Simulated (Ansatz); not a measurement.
Crystal: CdTe.

```
Te Cd
1.0
     0.00000    3.20500    3.20500
     3.20500    0.00000    3.20500
     3.20500    3.20500    0.00000
Te Cd
1 1
Cartesian
  4.8075 4.8075 4.8075
  0.0000 0.0000 0.0000
```

Base run:

* Program: Ansatz 0.2.0
* Functional: LDA
* Potentials or basis: Ansatz PAW
* Cutoff: 420 eV (not typed: the program's choice for these potentials)
* k mesh: 7 × 7 × 7
* Occupations: fermi-dirac, width 0.05 eV
* Spin: no spin polarisation

Its results: band gap on the k mesh 0.61 eV, direct; pressure 0.0 GPa.

Task: After a change of settings the same cell gave: band gap on the k mesh 0.48 eV, direct; pressure 1.7 GPa. Which change was it?
A. functional from LDA to PBE; cutoff from 420 eV (not typed: the program's choice for these potentials) to 250 eV
B. functional from LDA to PBEsol; spin from no spin polarisation to spin-orbit coupling, no magnetisation; potential files from those of the base run to others of the same set
C. functional from LDA to exchange-only PBE
D. functional from LDA to PBE; k mesh from 7 × 7 × 7 to 5 × 5 × 5

Result: B.

Caveats: the PAW data sets come from PBE, with cores solved anew for the run's functional, which leaves a small shift of forces and pressure; spin-orbit coupling is left out, which moves the levels of the heavy elements (some runs).
